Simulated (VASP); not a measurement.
The system is PbSe (Clausthalite).

```
CELL_PARAMETERS angstrom
0.00000 3.06065 3.06065
3.06065 0.00000 3.06065
3.06065 3.06065 0.00000
ATOMIC_POSITIONS crystal
Pb 0.00000 0.00000 0.00000
Se 0.50000 0.50000 0.50000
```

Base run:

| Property | Result |
| --- | --- |
| Program | VASP 6.6.1 |
| Functional | TPSS |
| Potentials or basis | VASP PAW PBE potentials, release 64 (Pb_d, Se) |
| Cutoff | 520 eV |
| k mesh | 8 × 8 × 8 |
| Occupations | fermi-dirac, width 0.05 eV |
| Spin | no spin polarisation |

Its results: band gap on the k mesh 0.32 eV, direct.

The run is repeated on the same cell with these changes: functional from TPSS to TB-mBJ. What comes out?

Band gap on the k mesh 0.86 eV, direct.

Caveats: spin-orbit coupling is left out, which as a rule narrows the gap of such compounds by several tenths of an eV.
